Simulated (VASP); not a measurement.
# GaN (I-4m2) in VASP: further runs

The runs below take GaN through single point, with r2SCAN, PBE.

All numbers are computed with VASP 6.6.1; they aren't measurements. Logs are shortened: lines on timing, memory, paths and dates and some standing lists are left out, and cuts for length are marked.

## Step 1: The cell of the first run

The structure is tetragonal, space group I-4m2 (No. 119). Conventional cell: a = 3.108 Å, b = 3.108 Å, c = 4.604 Å, α = 90.00°, β = 90.00°, γ = 90.00°. Around Ga (site symmetry -4m2) lie 4 N at 1.93 Å. N (site symmetry -4m2) is surrounded by 4 Ga at 1.93 Å.

The cell was built by a generator and needn't be a form met in nature.

## Step 2: Single point, r2SCAN (epitaxial_xy strain -2.3%)

The input, POSCAR:

```
GaN
1.0
    0.0000000000      2.1976764236      2.3021997344
    2.1976764236      0.0000000000      2.3021997344
    2.1976764236      2.1976764236      0.0000000000
Ga N
1 1
Direct
    0.0000000000      0.0000000000      0.0000000000
    0.2500000000      0.2500000000      0.2500000000
```

The input, INCAR.step1:

```
SYSTEM = GaN
ALGO = Normal
EDIFF = 1E-4
ENCUT = 520
GGA = PE
ISMEAR = 0
LASPH = .True.
LCHARG = .False.
LREAL = .False.
LWAVE = .True.
NBANDS = 16
NELM = 100
PREC = Accurate
SIGMA = 0.01
```

The input, INCAR.step2:

```
SYSTEM = GaN
ALGO = Normal
EDIFF = 1E-6
ENCUT = 520
ISIF = 2
ISMEAR = 0
ISTART = 1
LASPH = .True.
LCHARG = .False.
LMIXTAU = .True.
LREAL = .False.
LWAVE = .False.
METAGGA = R2SCAN
NBANDS = 16
NELM = 100
PREC = Accurate
SIGMA = 0.01
```

The input, KPOINTS:

```
k-points
0
Gamma
  10 10 10
  0 0 0
```

Potentials or basis: VASP PAW PBE potentials, release 64 (Ga_d, N).

On the command line:

```bash
$ cat potpaw_PBE.64/Ga_d/POTCAR potpaw_PBE.64/N/POTCAR > POTCAR
$ cp INCAR.step1 INCAR
$ mpirun -np 1 vasp_std > vasp.out
$ cp INCAR.step2 INCAR
$ mpirun -np 1 vasp_std > vasp.out
```

OUTCAR:

```text
SYSTEM = GaN
   EDIFF = 1E-6
   ENCUT = 520
   ISIF = 2
   ISMEAR = 0
   ISTART = 1
   LASPH = .True.
   LREAL = .False.
   METAGGA = R2SCAN
   NELM = 100
   PREC = Accurate

 ion  position               nearest neighbor table
   1  0.000  0.000  0.000-   2 1.93   2 1.93   2 1.93   2 1.93
   2  0.250  0.250  0.250-   1 1.93   1 1.93   1 1.93   1 1.93

  LATTYP: Found a body centered tetragonal cell.
 ALAT       =     3.1079838040
 C/A-ratio  =     1.4814747306

  Lattice vectors:

 A1 = (  -2.1976764236,   0.0000000000,   2.3021997344)
 A2 = (   2.1976764236,   0.0000000000,   2.3021997344)
 A3 = (   0.0000000000,   2.1976764236,  -2.3021997344)

Analysis of symmetry for initial positions (statically):
=====================================================================
 Subroutine PRICEL returns:
 Original cell was already a primitive cell.

 Routine SETGRP: Setting up the symmetry group for a
 body centered tetragonal supercell.

 Subroutine GETGRP returns: Found  8 space group operations
 (whereof  8 operations were pure point group operations)
 out of a pool of 16 trial point group operations.

The static configuration has the point symmetry D_2d.

Analysis of symmetry for dynamics (positions and initial velocities):
=====================================================================
 Subroutine PRICEL returns:
 Original cell was already a primitive cell.

 Routine SETGRP: Setting up the symmetry group for a
 body centered tetragonal supercell.

 Subroutine GETGRP returns: Found  8 space group operations
 (whereof  8 operations were pure point group operations)
 out of a pool of 16 trial point group operations.

The dynamic configuration has the point symmetry D_2d.

 Subroutine INISYM returns: Found  8 space group operations
 (whereof  8 operations are pure point group operations),
 and found     1 'primitive' translations

----------------------------------------------------------------------------------------

                                     Primitive cell

  volume of cell :      22.2382

  direct lattice vectors                    reciprocal lattice vectors
     0.000000000  2.197676424  2.302199734    -0.227513020  0.227513020  0.217183589
     2.197676424  0.000000000  2.302199734     0.227513020 -0.227513020  0.217183589
     2.197676424  2.197676424  0.000000000     0.227513020  0.227513020 -0.217183589

  length of vectors
     3.182751212  3.182751212  3.107983804     0.388192040  0.388192040  0.388192040

  position of ions in fractional coordinates (direct lattice)
     0.000000000  0.000000000  0.000000000
     0.250000000  0.250000000  0.250000000

  ion indices of the primitive-cell ions
   primitive index   ion index
                 1           1
                 2           2

----------------------------------------------------------------------------------------

 KPOINTS: k-points

Automatic generation of k-mesh.
 Grid dimensions read from file:
 generate k-points for:   10   10   10

 Generating k-lattice:

  Cartesian coordinates                     Fractional coordinates (reciprocal lattice)
    -0.022751302  0.022751302  0.021718359     0.100000000  0.000000000  0.000000000
     0.022751302 -0.022751302  0.021718359     0.000000000  0.100000000  0.000000000
     0.022751302  0.022751302 -0.021718359    -0.000000000 -0.000000000  0.100000000

  Length of vectors
     0.038819204  0.038819204  0.038819204

  Shift w.r.t. Gamma in fractional coordinates (k-lattice)
     0.000000000  0.000000000  0.000000000

 Subroutine IBZKPT returns following result:
 ===========================================

 Found    102 irreducible k-points:

 Following reciprocal coordinates:
            Coordinates               Weight
  0.000000  0.000000  0.000000      1.000000
  0.100000  0.000000  0.000000      8.000000
  0.200000  0.000000  0.000000      8.000000
  0.300000  0.000000  0.000000      8.000000
  0.400000  0.000000  0.000000      8.000000
  0.500000  0.000000  0.000000      4.000000
[... 16 lines left out ...]
  0.300000  0.300000  0.000000      2.000000
  0.400000  0.300000  0.000000      8.000000
 [... further k-points ...]
   k-points           NKPTS =    102   k-points in BZ     NKDIM =    102   number of bands    NBANDS=     16
   number of dos      NEDOS =    301   number of ions     NIONS =      2
   total plane-waves  NPLWV =  13824
   dimension x,y,z NGX =    24 NGY =   24 NGZ =   24
   dimension x,y,z NGXF=    48 NGYF=   48 NGZF=   48
   ions per type =               1   1
   NGX,Y,Z   is equivalent  to a cutoff of  12.54, 12.54, 12.84 a.u.
   NGXF,Y,Z  is equivalent  to a cutoff of  25.07, 25.07, 25.68 a.u.
 SYSTEM =  GaN
   PREC   = accura    normal or accurate (medium, high low for compatibility)
   ISTART =      1    job   : 0-new  1-cont  2-samecut
   ICHARG =      0    charge: 1-file 2-atom 10-const
   ISPIN  =      1    spin polarized calculation?
   LNONCOLLINEAR =      F non collinear calculations
   LSORBIT =      F    spin-orbit coupling
   LASPH  =      T    aspherical Exc in radial PAW
   ENCUT  =  520.0 eV  38.22 Ry    6.18 a.u.   5.92  5.92  5.78*2*pi/ulx,y,z
   NELM   =    100;   NELMIN=  2; NELMDL=  0     # of ELM steps
   EDIFF  = 0.1E-05   stopping-criterion for ELM
   LREAL  =      F    real-space projection
   EDIFFG = 0.1E-04   stopping-criterion for IOM
   NSW    =      0    number of steps for IOM
   IBRION =     -1    ionic relax: 0-MD 1-quasi-New 2-CG
   NFREE  =      0    steps in history (QN), initial steepest desc. (CG)
   ISIF   =      2    stress and relaxation
   ISYM   =      2    0-nonsym 1-usesym 2-fastsym
   POTIM  = 0.5000    time-step for ionic-motion
   TEBEG  =    0.0;   TEEND  =   0.0 temperature during run
   PSTRESS=    0.0 pullay stress
   NELECT =      18.0000    total number of electrons
   NUPDOWN=      -1.0000    fix difference up-down
   EMIN   =  10.00;   EMAX   =-10.00  energy-range for DOS
   EFERMI =   0.00;   METHOD = LEGACY
   ISMEAR =     0;   SIGMA  =   0.01  broadening in eV -4-tet -1-fermi 0-gaus
   EFERMI_NEDOS =   21; number of points for ismear=-14 and -15
   IALGO  =     38    algorithm
   IMIX   =      4    mixing-type and parameters
     AMIX     =   0.40;   BMIX     =  1.00
     AMIX_MAG =   1.60;   BMIX_MAG =  1.00
  volume/ion in A,a.u.               =      11.12        75.04
  Fermi-wavevector in a.u.,A,eV,Ry     =   1.525687  2.883131 31.670573  2.327721
  Thomas-Fermi vector in A             =   2.633823
   LORBIT       =      0    0 simple, 1 ext, 2 COOP (PROOUT), +10 PAW based schemes
   METAGGA = R2SCAN    functional components
   LHFCALC =     F    Hartree Fock is set to
   AEXX    =    0.0000 exact exchange contribution
   IVDW    =     0    specifies the selected vdW correction
   LEPSILON=     F    determine dielectric tensor
   LRPA    =     F    only Hartree local field effects (RPA)
 non-spin polarized calculation
 Gauss-broadening in eV      SIGMA  =   0.01
  energy-cutoff  :      520.00
  volume of cell :       22.24
 maximum number of plane-waves:       613
   NGX = 11   NGY = 11   NGZ = 11

 number of electron      18.0000013 magnetization

 Free energy of the ion-electron system (eV)
  ---------------------------------------------------
  ext. energy  EPLUGINS =         0.00000000
  ---------------------------------------------------
  free energy    TOTEN  =       -21.87124088 eV

  energy without entropy =      -21.87124088  energy(sigma->0) =      -21.87124088

 E-fermi :   5.5091     XC(G=0): -12.8074

 val. band max:        5.4143388930   @ k =   0.0000   0.0000   0.0000
 cond. band min:       7.6390439013   @ k =   0.0000   0.0000   0.0000
 fundamental gap:      2.2247050084
 Fermi energy:         5.5091419793

 k-point     1 :       0.0000    0.0000    0.0000
  band No.  band energies     occupation
      1     -11.6439      2.00000
      2      -8.5611      2.00000
      3      -8.5072      2.00000
      4      -8.5072      2.00000
      5      -8.1459      2.00000
      6      -8.1430      2.00000
[... 8 lines left out ...]
     15      24.3053      0.00000
     16      25.1385      0.00000

 k-point     2 :       0.1000    0.0000    0.0000
  band No.  band energies     occupation
      1     -11.5266      2.00000
      2      -8.5384      2.00000
      3      -8.4920      2.00000
      4      -8.4760      2.00000
      5      -8.1456      2.00000
      6      -8.1456      2.00000
[... 8 lines left out ...]
     15      24.3679      0.00000
     16      24.3977      0.00000

 k-point     3 :       0.2000    0.0000    0.0000
  band No.  band energies     occupation
      1     -11.2241      2.00000
      2      -8.4942      2.00000
      3      -8.4558      2.00000
      4      -8.3284      2.00000
      5      -8.1483      2.00000
      6      -8.1384      2.00000
[... 8 lines left out ...]
     15      23.3854      0.00000
     16      23.3929      0.00000

 k-point     4 :       0.3000    0.0000    0.0000
  band No.  band energies     occupation
      1     -10.8792      2.00000
      2      -8.4600      2.00000
      3      -8.4215      2.00000
      4      -8.1401      2.00000
      5      -8.1254      2.00000
      6      -7.9463      2.00000
[... 8 lines left out ...]
     15      23.7286      0.00000
     16      23.7718      0.00000
[... 324 lines left out ...]
 k-point    22 :      -0.2000    0.2000    0.0000
  band No.  band energies     occupation
      1     -10.7618      2.00000
      2      -8.4400      2.00000
      3      -8.3920      2.00000
      4      -8.1763      2.00000
      5      -8.1718      2.00000
      6      -7.7310      2.00000
[... 8 lines left out ...]
     15      24.2594      0.00000
     16      26.8679      0.00000

 k-point    23 :       0.3000    0.3000    0.0000
  band No.  band energies     occupation
      1     -10.6974      2.00000
      2      -8.3323      2.00000
      3      -8.2987      2.00000
      4      -8.2986      2.00000
      5      -8.0967      2.00000
      6      -7.8628      2.00000
[... 8 lines left out ...]
     15      29.1323      0.00000
     16      29.6329      0.00000

 k-point    24 :       0.4000    0.3000    0.0000
  band No.  band energies     occupation
      1     -10.5309      2.00000
      2      -8.3517      2.00000
      3      -8.2597      2.00000
      4      -8.2586      2.00000
      5      -8.0889      2.00000
      6      -7.4525      2.00000
[... 8 lines left out ...]
     15      29.3554      0.00000
     16      29.3736      0.00000

 [... further k-points ...]

------------------------ aborting loop because EDIFF is reached ----------------------------------------

  FORCE on cell =-STRESS in cart. coord.  units (eV):
  Direction    XX          YY          ZZ          XY          YZ          ZX
  --------------------------------------------------------------------------------------
  -------------------------------------------------------------------------------------
  Total        1.1003142      1.1003142      0.1838460      0.0000000      0.0000000      0.0000000
  in kB       79.2732775     79.2732775     13.2453755      0.0000000      0.0000000      0.0000000
  external PRESSURE =      57.2639768 kB  Pullay stress =       0.0000000 kB

 VOLUME and BASIS-vectors are now :
 -----------------------------------------------------------------------------
  energy-cutoff  :      520.00
  volume of cell :       22.24
      direct lattice vectors                 reciprocal lattice vectors
     0.000000000  2.197676424  2.302199734    -0.227513020  0.227513020  0.217183589
     2.197676424  0.000000000  2.302199734     0.227513020 -0.227513020  0.217183589
     2.197676424  2.197676424  0.000000000     0.227513020  0.227513020 -0.217183589

 POSITION                                       TOTAL-FORCE (eV/Angst)
 -----------------------------------------------------------------------------------
      0.00000      0.00000      0.00000         0.000000      0.000000     -0.000000
      1.09884      1.09884      1.15110         0.000000     -0.000000      0.000000
 -----------------------------------------------------------------------------------
    total drift:                                0.000009      0.000009      0.000008

  FREE ENERGIE OF THE ION-ELECTRON SYSTEM (eV)
  ---------------------------------------------------
  free  energy   TOTEN  =       -21.8712408763 eV

  energy  without entropy=      -21.8712408763  energy(sigma->0) =      -21.87124088
```

It took 44 s on 1 thread of Intel Xeon 6975P-C (Granite Rapids), shared host; peak memory 0.16 GiB.

Results:

* Free energy: -21.8712 eV
* Pressure: 5.7 GPa
* Band gap on the k mesh: 2.22 eV, direct

Caveat: the PAW data sets were made with another functional, which shifts forces and pressure a little.

[end of part 1 of 2]
